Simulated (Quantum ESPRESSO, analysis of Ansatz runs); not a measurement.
# Migration in Li2O (Fm-3m): Li_i by the interstitialcy path, charge +1 (Quantum ESPRESSO), part 3 of 3

Wanted: path and barrier of a jump of Li in Li2O (Fm-3m) at charge +1. The case: Li_i by the interstitialcy path, in a cell of 81 host atoms with 1 Li put in.

Quantum ESPRESSO 7.5; Quantum ESPRESSO plane-wave DFT, PBEsol, GBRV 1.5 PBEsol potentials; nudged elastic band between two relaxed defect structures at fixed charge in a uniform background.

So far: Set-up; Relaxation of the start point, charge +1; Relaxation of the end point, charge +1.

### 4. Nudged elastic band, charge +1

3 movable images are laid between the ends on a pair-potential path, which keeps atoms from colliding in the first guess. Each image feels the true force across the path and a spring force along it. The highest image is set to climb to the top of the path.

This step: Quantum ESPRESSO plane-wave DFT, PBEsol, GBRV 1.5 PBEsol potentials; nudged elastic band between two relaxed defect structures at fixed charge in a uniform background.

Input file neb.in:

```
BEGIN
BEGIN_PATH_INPUT
&PATH
  restart_mode = 'from_scratch'
  string_method = 'neb'
  nstep_path = 45
  ds = 1.5
  opt_scheme = 'broyden'
  num_of_images = 5
  k_max = 0.3
  k_min = 0.2
  CI_scheme = 'auto'
  path_thr = 0.05
/
END_PATH_INPUT
BEGIN_ENGINE_INPUT
&CONTROL
  prefix = 'pwscf'
  outdir = './tmp'
  pseudo_dir = './pseudo'
  disk_io = 'low'
/
&SYSTEM
  ibrav = 0
  nat = 82
  ntyp = 2
  ecutwfc = 40
  ecutrho = 324
  nbnd = 167
  occupations = 'fixed'
  tot_charge = 1
  nosym = .true.
/
&ELECTRONS
  conv_thr = 8d-08
  electron_maxstep = 100
  mixing_beta = 0.5
/
ATOMIC_SPECIES
Li     6.9400 li_pbesol_v1.4.uspp.F.UPF
O     15.9990 o_pbesol_v1.2.uspp.F.UPF
CELL_PARAMETERS angstrom
   0.0000000000    6.8725884295    6.8725884295
   6.8725884295    0.0000000000    6.8725884295
   6.8725884295    6.8725884295    0.0000000000
BEGIN_POSITIONS
FIRST_IMAGE
ATOMIC_POSITIONS crystal
Li     0.2502541387    0.2501418302    0.2492816113
Li     0.0821913910    0.0852431387    0.0851537500
O      0.0063917711   -0.0064890060   -0.0062174465
Li     0.2506231616    0.2526594090    0.5818608625
Li     0.0822476029    0.0854572468    0.4140876272
O     -0.0007432611    0.0009153183    0.3332301051
Li     0.2503049650    0.2499145039    0.9166503098
Li     0.0772503989    0.1007166292    0.7446089276
O      0.0061503880   -0.0060290216    0.6732020300
Li     0.2519820054    0.5820239418    0.2520554337
Li     0.0822868092    0.4142532236    0.0847201985
O     -0.0007366815    0.3336993327    0.0004901155
Li     0.2510055180    0.5821807310    0.5816268975
Li     0.0837835311    0.4174387426    0.4162966449
O     -0.0004008078    0.3336297244    0.3330793956
Li     0.2557658727    0.5661637723    0.9225382490
Li     0.0828902604    0.4175302451    0.7495624853
O     -0.0005986764    0.3357437918    0.6659238198
Li     0.2502816771    0.9172113467    0.2496987553
Li     0.0781871926    0.7440937393    0.1008799494
O      0.0067025205    0.6733669493   -0.0065226219
Li     0.2552700642    0.9229863882    0.5663941864
Li     0.0831340238    0.7500688200    0.4167292483
O     -0.0003474931    0.6660580592    0.3353729258
Li     0.2557828336    0.9228942594    0.9223411108
Li     0.0777438660    0.7448301509    0.7438744335
O     -0.0006321131    0.6664956866    0.6656084364
Li     0.5839249036    0.2508841244    0.2504011685
Li     0.4165801669    0.0833605293    0.0832810398
O      0.3341047601    0.0010661101    0.0005748065
Li     0.5838520564    0.2509798831    0.5818289549
Li     0.4180466548    0.0856591246    0.4139425710
O      0.3337695669    0.0010739997    0.3313104892
Li     0.5831749311    0.2495216112    0.9169106527
Li     0.4184388982    0.0853774563    0.7487560465
O      0.3266328364   -0.0059738017    0.6731397614
Li     0.5837782529    0.5818173753    0.2509008486
Li     0.4186838444    0.4142643970    0.0847922492
O      0.3340660826    0.3313048499    0.0005768981
Li     0.5858813746    0.5817493156    0.5817326421
Li     0.4181309375    0.4162241796    0.4165897054
O      0.3341466119    0.3337138455    0.3331212129
Li     0.5858661205    0.5820591897    0.9172292156
Li     0.4183028554    0.4145578392    0.7492242606
O      0.3337857114    0.3338196146    0.6660773544
Li     0.5827747782    0.9170134667    0.2499187649
Li     0.4189206079    0.7496450148    0.0845444418
O      0.3270892308    0.6734913844   -0.0066664436
Li     0.5852636332    0.9179038015    0.5813295467
Li     0.4182869932    0.7493738105    0.4146318325
O      0.3341635098    0.6665145207    0.3332698350
Li     0.5833996724    0.9173545832    0.9163589923
Li     0.4336981264    0.7446227032    0.7441269011
O      0.3268812823    0.6734541124    0.6731219063
Li     0.9146762444    0.2507268076    0.2506729961
Li     0.7474848121    0.0850057536    0.0851891789
O      0.6644261563    0.0007360356    0.0007728710
Li     0.9154684397    0.2529594597    0.5814690884
Li     0.7490303682    0.0851030703    0.4163228782
O      0.6665568094    0.0006953761    0.3332509436
Li     0.9148549989    0.2526581261    0.9178108863
Li     0.7481111898    0.0853891970    0.7486071223
O      0.6665412644    0.0010293145    0.6658589065
Li     0.9154163436    0.5818019909    0.2520266224
Li     0.7493448181    0.4167957158    0.0847592097
O      0.6667514063    0.3334538837    0.0005026104
Li     0.9169200606    0.5834899118    0.5830145962
Li     0.7497704606    0.4163217392    0.4162345394
O      0.6665079239    0.3335948603    0.3335043513
Li     0.9149978380    0.5824372345    0.9171167204
Li     0.7504046742    0.4170614653    0.7498330549
O      0.6668632548    0.3335334488    0.6661307344
Li     0.9149485120    0.9177584655    0.2523662515
Li     0.7473505446    0.7490935210    0.0851786271
O      0.6668010453    0.6664851759    0.0002127678
Li     0.9149276746    0.9180689865    0.5813716254
Li     0.7504887625    0.7497112367    0.4166962835
O      0.6668318677    0.6661342085    0.3333935464
Li     0.8991193860    0.9223403105    0.9227675153
Li     0.7503295749    0.7503246840    0.7490028660
O      0.6688559353    0.6662327483    0.6657012869
Li     0.1662035901    0.8332885179    0.8344230880
INTERMEDIATE_IMAGE
ATOMIC_POSITIONS crystal
Li     0.2503012855    0.2500055953    0.2499966947
Li     0.0822026890    0.0844379868    0.0850711360
[... 80 atom lines left out ...]
INTERMEDIATE_IMAGE
ATOMIC_POSITIONS crystal
Li     0.2503478018    0.2498861769    0.2506873526
Li     0.0822152986    0.0836403261    0.0849875721
[... 80 atom lines left out ...]
INTERMEDIATE_IMAGE
ATOMIC_POSITIONS crystal
Li     0.2503927941    0.2497747890    0.2513656838
Li     0.0822287326    0.0828442013    0.0849025512
[... 80 atom lines left out ...]
LAST_IMAGE
ATOMIC_POSITIONS crystal
Li     0.2504370800    0.2496638925    0.2520497080
Li     0.0822438386    0.0820399196    0.0848138972
O     -0.0008348657    0.0009828624    0.0006302458
[... 12 atom lines left out ...]
Li     0.1660764018    0.5015126796    0.8332229381
[... 3 atom lines left out ...]
Li     0.0821866255    0.7527662372    0.0851394705
O      0.0059843584    0.6614563181   -0.0065713655
Li     0.2503692997    0.9204830878    0.5814866432
[... 2 atom lines left out ...]
Li     0.2502919357    0.9173990184    0.9168905238
Li     0.0770177800    0.7687255230    0.7439316644
[... 21 atom lines left out ...]
O      0.3339799786    0.6686012219    0.0006744639
[... 4 atom lines left out ...]
Li     0.4180403948    0.7524901541    0.7489681934
O      0.3264209202    0.6614116979    0.6731141122
[... 24 atom lines left out ...]
Li     0.9145070392    0.9200437732    0.9175627614
[... 2 atom lines left out ...]
Li     0.2551492364    0.5905125300    0.9224683032
END_POSITIONS
K_POINTS gamma
END_ENGINE_INPUT
END
```

Run with:

```console
OMP_NUM_THREADS=1 mpirun -n 4 neb.x -ni 2 -inp neb.in > neb.out
```

What it wrote:

```text
[shortened: banners, details of potentials and solvers, and blank lines are left out]
[banner, memory and clock lines left out]
     path-images division:  nimage    =       2
     initial path length           =  5.3008 bohr
     initial inter-image distance  =  1.3252 bohr
     string_method                 =    neb
     restart_mode                  =    from_scratch
     opt_scheme                    =    broyden
     num_of_images                 =    5
     nstep_path                    =    45
     CI_scheme                     =    auto
     first_last_opt                =    F
     use_freezing                  =    F
     ds                            =    1.5000 a.u.
     k_max                         =    0.3000 a.u.
     k_min                         =    0.2000 a.u.
     path_thr                      =    0.0500 eV / A
     ------------------------------ iteration   1 ------------------------------
     activation energy (->) =   1.116413 eV
     activation energy (<-) =   1.116918 eV
     image        energy (eV)        error (eV/A)        frozen
         1     -22693.8135725            0.017725            T
         2     -22693.2136365            1.119295            F
         3     -22692.6971597            1.363489            F
         4     -22693.2136777            1.125539            F
         5     -22693.8140782            0.014312            T
     climbing image =  3
     path length          =  5.301 bohr
     inter-image distance =  1.325 bohr
     ------------------------------ iteration   2 ------------------------------
     activation energy (->) =   0.937434 eV
     activation energy (<-) =   0.937940 eV
     image        energy (eV)        error (eV/A)        frozen
         1     -22693.8135725            0.017725            T
         2     -22693.2557105            0.752707            F
         3     -22692.8761386            0.957433            F
         4     -22693.2559148            0.745651            F
         5     -22693.8140782            0.014312            T
     climbing image =  3
     path length          =  5.311 bohr
[...]
------------------------------ iteration   3 ------------------------------
     activation energy (->) =   0.687922 eV
     activation energy (<-) =   0.688428 eV
     image        energy (eV)        error (eV/A)        frozen
         1     -22693.8135725            0.017725            T
         2     -22693.3538544            0.346484            F
         3     -22693.1256503            0.426489            F
         4     -22693.3536409            0.340566            F
         5     -22693.8140782            0.014312            T
     climbing image =  3
     path length          =  5.402 bohr
[...]
------------------------------ iteration   4 ------------------------------
     activation energy (->) =   0.649622 eV
     activation energy (<-) =   0.650127 eV
     image        energy (eV)        error (eV/A)        frozen
         1     -22693.8135725            0.017725            T
         2     -22693.3899658            0.278667            F
         3     -22693.1639510            0.378595            F
         4     -22693.3897216            0.277680            F
         5     -22693.8140782            0.014312            T
     climbing image =  3
     path length          =  5.436 bohr
[...]
------------------------------ iteration   5 ------------------------------
     activation energy (->) =   0.587787 eV
     activation energy (<-) =   0.588293 eV
     image        energy (eV)        error (eV/A)        frozen
         1     -22693.8135725            0.017725            T
         2     -22693.4443705            0.148342            F
         3     -22693.2257856            0.202651            F
         4     -22693.4442773            0.147243            F
         5     -22693.8140782            0.014312            T
     climbing image =  3
     path length          =  5.628 bohr
[...]
------------------------------ iteration   6 ------------------------------
     activation energy (->) =   0.584635 eV
     activation energy (<-) =   0.585141 eV
     image        energy (eV)        error (eV/A)        frozen
         1     -22693.8135725            0.017725            T
         2     -22693.4434746            0.155379            F
         3     -22693.2289374            0.238607            F
         4     -22693.4432867            0.154478            F
         5     -22693.8140782            0.014312            T
     climbing image =  3
     path length          =  5.561 bohr
[...]
------------------------------ iteration   7 ------------------------------
     activation energy (->) =   0.578680 eV
     activation energy (<-) =   0.579186 eV
     image        energy (eV)        error (eV/A)        frozen
         1     -22693.8135725            0.017725            T
         2     -22693.4472002            0.141667            F
         3     -22693.2348925            0.221377            F
         4     -22693.4470309            0.141326            F
         5     -22693.8140782            0.014312            T
     climbing image =  3
     path length          =  5.574 bohr
[...]
------------------------------ iteration   8 ------------------------------
     activation energy (->) =   0.558470 eV
     activation energy (<-) =   0.558976 eV
     image        energy (eV)        error (eV/A)        frozen
         1     -22693.8135725            0.017725            T
         2     -22693.4581180            0.094292            F
         3     -22693.2551022            0.140246            F
         4     -22693.4580893            0.094062            F
         5     -22693.8140782            0.014312            T
     climbing image =  3
     path length          =  5.636 bohr
[...]
------------------------------ iteration   9 ------------------------------
     activation energy (->) =   0.552899 eV
     activation energy (<-) =   0.553405 eV
     image        energy (eV)        error (eV/A)        frozen
         1     -22693.8135725            0.017725            T
         2     -22693.4613853            0.086153            F
         3     -22693.2606735            0.112111            F
         4     -22693.4614159            0.085500            F
         5     -22693.8140782            0.014312            T
     climbing image =  3
     path length          =  5.661 bohr
[...]
------------------------------ iteration  10 ------------------------------
     activation energy (->) =   0.547024 eV
     activation energy (<-) =   0.547529 eV
     image        energy (eV)        error (eV/A)        frozen
         1     -22693.8135725            0.017725            T
         2     -22693.4654120            0.078925            F
         3     -22693.2665489            0.096122            F
         4     -22693.4655067            0.078408            F
         5     -22693.8140782            0.014312            T
     climbing image =  3
     path length          =  5.698 bohr
[...]
------------------------------ iteration  11 ------------------------------
     activation energy (->) =   0.545342 eV
     activation energy (<-) =   0.545848 eV
     image        energy (eV)        error (eV/A)        frozen
         1     -22693.8135725            0.017725            T
         2     -22693.4669410            0.069681            F
         3     -22693.2682305            0.088695            F
         4     -22693.4670371            0.069262            F
         5     -22693.8140782            0.014312            T
     climbing image =  3
     path length          =  5.703 bohr
[...]
------------------------------ iteration  12 ------------------------------
     activation energy (->) =   0.539992 eV
     activation energy (<-) =   0.540497 eV
     image        energy (eV)        error (eV/A)        frozen
         1     -22693.8135725            0.017725            T
         2     -22693.4713420            0.039740            F
         3     -22693.2735808            0.049536            F
         4     -22693.4714717            0.039391            F
         5     -22693.8140782            0.014312            T
     climbing image =  3
     path length          =  5.729 bohr
     inter-image distance =  1.432 bohr
     neb: convergence achieved in  12 iterations
```

The job ended after 26 min (4 MPI ranks of Intel Xeon Platinum 8375C at 2.90GHz (Ice Lake), shared host; peak memory 1.6 GiB; 1.8 h of CPU time).

Images along the path:

```csv
image,path (Å),energy (eV),"Li16: x, y, z (Å)"
0,0.000,0.0000,"10.231, 8.098, 5.649"
1,0.829,0.3422,"9.895, 7.774, 5.312"
2,1.516,0.5400,"9.611, 7.455, 5.028"
3,2.202,0.3421,"9.392, 7.197, 4.809"
4,3.031,-0.0005,"9.173, 6.868, 4.588"
```

Numbers from this step:

```yaml
barrier_forward: 0.5400 eV
barrier_backward: 0.5405 eV
end_less_start: -5.06e-4 eV
hop_length: 1.931 Å
```

The band met its tolerance of 0.05 eV/Å after 12 iterations, with image 2 on top (the start counts as 0). Li16, which moves farthest between the ends, has 4 O at 1.86 to 1.99 Å and 1 Li at 2.12 Å nearest at the start and 3 O at 1.83 to 1.92 Å and 3 Li at 1.99 to 2.01 Å at the top.

### 5. Outcome

| Item | Value |
| --- | --- |
| barrier forward | 0.54 eV |
| barrier backward | 0.54 eV |
| end less start | 0.00 eV |
| hop length | 1.93 Å |
| band iterations, as the log counts them | 12 |

In words: The top of the band lies 0.54 eV above the start and 0.54 eV above the end. With an assumed prefactor of 1e13 per second it gives one hop a second along this one path at about 210 K. The move is shared: Li16 goes 1.94 Å and Li82, whose hop length is listed, 1.93 Å. The order of the top as a saddle was not checked for all atoms, so a bent path could be lower. No image-charge correction is applied; it largely cancels along a path if the charge stays localised alike. Keep in mind: sampling at the zone centre alone can move energies of charged and open-shell states by tenths of an eV or more in cells of this size.

[Long decimals in the printed logs are rounded to 6 places.]

[Repeated set-up lines and some long k-point lines are left out of the logs, and relaxed atomic positions are cut to six decimals.]

[Logs are printed without paths, hosts, clocks, repeated set-up lines and the standing remarks that a program may print on its own settings, such as how far it seeks lower states.]

[Hosts, paths, dates, database ids (printed as entryN), source tags and the programs' standing remarks are cut or masked in the printed files.]
